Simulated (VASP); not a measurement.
A run of VASP 6.6.1 is set up as follows.

Contents of INCAR:

```
PREC     = Accurate       # precision mode
ENCUT    = 600            # plane-wave cutoff, eV
EDIFF    = 1E-6           # SCF threshold, eV
ISMEAR   = 0              # smearing method
SIGMA    = 0.03           # smearing width, eV
LREAL    = False          # projectors in reciprocal space
LASPH    = True           # aspherical terms in the spheres
NELM     = 80             # most SCF steps
ALGO     = Normal         # electronic algorithm
ISIF     = 3              # what is computed and relaxed
LWAVE    = False          # write WAVECAR
LCHARG   = False          # write CHGCAR
METAGGA  = R2SCAN         # meta-GGA
LMIXTAU  = True         
IBRION   = 2              # ionic algorithm
NSW      = 90             # ionic steps
EDIFFG   = -0.01          # ionic threshold
```

File KPOINTS:

```
regular mesh
0
Gamma
  8 8 8
```

Contents of POSCAR:

```
CdTe
1.0
    0.0000000000      3.2050000000      3.2050000000
    3.2050000000      0.0000000000      3.2050000000
    3.2050000000      3.2050000000      0.0000000000
Cd Te
1 1
Direct
    0.0000000000      0.0000000000      0.0000000000
    0.2500000000      0.2500000000      0.2500000000
```

Potentials or basis: VASP PAW PBE potentials, release 64 (Cd, Te).

Command:

```sh
$ cat potpaw_PBE.64/Cd/POTCAR potpaw_PBE.64/Te/POTCAR > POTCAR
$ mpirun -np 1 vasp_std > vasp.out
```

(1) What does it give for the relaxed cell?

(2) Estimate the band gap on the k mesh.

(3) What does it give for the relaxed volume?

(4) What does it give for the space group after relaxing (to 0.05 Å)?

## Answers

(1) a = 4.639 Å, b = 4.639 Å, c = 4.639 Å, α = 60.00°, β = 60.00°, γ = 60.00°.

(2) 1.15 eV, direct.

(3) 35.30 Å³/atom.

(4) F-43m (No. 216).

Caveat: the PAW data sets were made with another functional, which shifts forces and pressure a little; spin-orbit coupling is left out, which moves the levels of the heavy elements.
